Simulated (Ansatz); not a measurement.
Consider the hydrogen abstraction from the Si–H bond: `F[SiH2]O[SiH3]` + `F[C](F)F`• → `F[SiH2]O[SiH2]`• + `FC(F)F`.

Isolated molecules relaxed with PBE0-D4/def2-TZVP in Ansatz; ΔE leaves out vibrations. CBS: MP2 limit from def2 TZ/QZ plus the TZ coupled-cluster correction, frozen cores. This one scheme is used for every species. DFT in def2-TZVPP. Open shells (•) are unrestricted, without spin–orbit coupling. Each species was taken in one conformer, which may not be the lowest.

`F[SiH2]O[SiH3]`:

```xyz
9

F    -0.256    1.642   -1.798
Si   -1.073    0.522   -1.011
O    -0.296    0.143    0.354
Si    1.007   -0.533    1.087
H    -2.392    1.087   -0.664
H    -1.160   -0.657   -1.902
H     0.572   -1.062    2.402
H     2.057    0.496    1.280
H     1.540   -1.639    0.251
```

`F[C](F)F`•:

Cartesian coordinates in Å:
```
F 0.459 -0.680 -0.951
C -0.217 -0.191 0.062
F -0.777 0.956 -0.244
F 0.535 -0.085 1.133
```

`F[SiH2]O[SiH2]`•:

Z-matrix (Å, degrees):
```
Si
O 1 1.620
F 1 1.594 2 109.5
H 1 1.479 2 110.3 3 117.7
H 1 1.476 2 108.6 3 -117.6
Si 2 1.643 1 148.7 3 -56.6
H 6 1.493 2 109.7 1 -38.9
H 6 1.489 2 107.6 1 -159.3
```

`FC(F)F`:

Cartesian coordinates in Å:
```
F 0.509 0.475 -1.112
C 0.027 0.027 0.046
F -1.282 0.265 0.079
F 0.220 -1.289 0.104
H 0.526 0.522 0.883
```

```
             level  ΔE (kcal/mol)  difference from CCSD(T)/CBS
         r2SCAN-D4          -13.7                          1.6
            B97M-V          -15.1                          0.2
            B2PLYP          -14.4                          0.9
          PBE-QIDH          -15.3                          0.0
           r2SCANh          -13.6                          1.7
             BHLYP          -13.4                          1.9
           LC-ωPBE          -14.2                          1.1
RPA@PBE/def2-TZVPP          -15.2                          0.1
SCS-MP2/def2-TZVPP          -15.9                         -0.6
SCS-MP2/def2-QZVPP          -15.9                         -0.6
       CCSD(T)/CBS          -15.3                            0
```

Q: What do rigid-rotor, harmonic-oscillator terms from PBE0-D4/def2-TZVP frequencies (298.15 K, 1 bar) make of the CCSD(T)/CBS value? (Estimate.)

A: Ansatz gave: ΔZPE = +2.1 kcal/mol, ΔH = -13.3 kcal/mol, ΔS = -1 J/(mol·K), ΔG = -13.2 kcal/mol. Open shells count their whole term as degenerate. Modes under 50 cm⁻¹ make the entropy rough.

Largest T1 diagnostic among the species: 0.014.

Leaving LDA and LC-ωPBE aside and taking each functional with its dispersion term where it has one, the values, not all of them listed here, spread over 2.1 kcal/mol, from PBE-D4 to ωB97X-V. LDA lies −2.1 kcal/mol from PBE without D4. In def2-TZVPP, CCSD(T) changes the Hartree–Fock value by −4.8 kcal/mol (the triples alone add −0.3 kcal/mol) and MP2 by −6.0 kcal/mol.

CCSD(T)/CBS has its own doubt, a few kJ/mol and more with outer-core shells, so smaller differences from it don't rank the levels.
